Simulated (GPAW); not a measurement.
PtSe2 (Sudovikovite):

```
Pt Se
1.0
     3.72400    0.00000    0.00000
    -1.86200    3.22508    0.00000
     0.00000    0.00000    5.06200
Pt Se
1 2
Direct
  0.00000 0.00000 0.00000
  0.66667 0.33333 0.75000
  0.33333 0.66667 0.25000
```

Program: GPAW 26.7.0. Alike in all runs: task band structure; spin SOC, no magnetisation; cell as given; k mesh 6 × 6 × 4; cutoff (eV) 600; smearing fermi-dirac 0.05 eV.

Q: Order these runs on this cell by their pressure, lowest first.
A. level LDA; potentials or basis the program's PAW data sets (release 1.2.1) made for this functional, pw
B. level WC; potentials or basis PAW data sets generated in the run's folder for this functional, pw
C. level M06-L; potentials or basis GPAW PAW data sets (gpaw-data 1.2.1), pw

A: A (-0.7 GPa), B (2.8 GPa), C (8.6 GPa).

Caveats: spin-orbit coupling was added after a scalar SCF, so levels and gaps hold it while energy, forces, pressure and moments don't; the PAW data sets were made with another functional, which shifts forces and pressure a little (some runs).
